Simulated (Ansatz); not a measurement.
# Hg: pressure against volume

The task here is to estimate one member of a computed series from the others.

Method: DFT PBE, scalar-relativistic, in Ansatz 0.2.0.

### The starting structure

The structure is cubic, space group Pm-3m (No. 221). Conventional cell: a = 3.094 Å, b = 3.094 Å, c = 3.094 Å, α = 90.00°, β = 90.00°, γ = 90.00°. Hg (site symmetry m-3m) is surrounded by 6 Hg at 3.09 Å.

Structure file:

```
CELL_PARAMETERS angstrom
3.09361 0.00000 0.00000
0.00000 3.09361 0.00000
0.00000 0.00000 3.09361
ATOMIC_POSITIONS crystal
Hg 0.00000 0.00000 0.00000
```

The cell was relaxed by PAW from a hypothetical start (sc type); it needn't be the stable phase of this composition.

Set-up of the first run:

Input file input.yaml:

```yaml
crystal:
  lattice:
    - [3.0309897186, 0.0, 0.0]
    - [0.0, 3.0309897186, 0.0]
    - [0.0, 0.0, 3.0309897186]
  atoms:
    - { symbol: Hg, position: [0.0, 0.0, 0.0] }
kpoints:
  mp_grid: { grid: [12, 12, 12] }
scf:
  occupations: { method: fermi_dirac, width: 0.05 }
hamiltonian:
  xc: pbe
  pseudopotentials: { kind: all_electron, lapw: { basis_error: 0.00025 } }
output:
  forces: true
  stress: true
  eigenvalues: true
```

Command:

```
$ ansatz run input.yaml --threads 1 --pin off --max-ram 2048MiB --backend cpu --events-out ev --progress --plain --runs-dir out
```

Among the steps run: Volume × 0.9405, LAPW; Volume × 0.9405, PAW; Volume × 0.9405, crystal datasets; Volume × 0.97, LAPW; Volume × 0.97, PAW; Volume × 1.03, LAPW; Volume × 1.03, PAW; Volume × 1.06, LAPW; Volume × 1.06, PAW; Volume × 1.06, crystal datasets.

One table of the session follows, with a row left open; its other results are not shown here.

It belongs to the step «Fits». 

```
          method  volume (Å³/atom)  pressure (GPa)
            LAPW            27.845               ?
            LAPW            28.719            0.51
            LAPW            29.607           -0.05
            LAPW            30.495           -0.27
            LAPW            31.383           -0.31
             PAW            27.845            1.31
             PAW            28.719            0.52
             PAW            29.607           -0.04
             PAW            30.495           -0.26
             PAW            31.383           -0.30
crystal datasets            27.845            1.29
crystal datasets            29.607           -0.05
crystal datasets            31.383           -0.31
```

Q: Estimate the row for LAPW, 27.845 from the others.

**Answer.** pressure (GPa): 1.30. In the column «pressure (GPa)» it lies between crystal datasets, 27.845 (1.29) and PAW, 27.845 (1.31).

Limits of these values: Warnings in the runs' records: gradients without spin orbit, crystal datasets made.
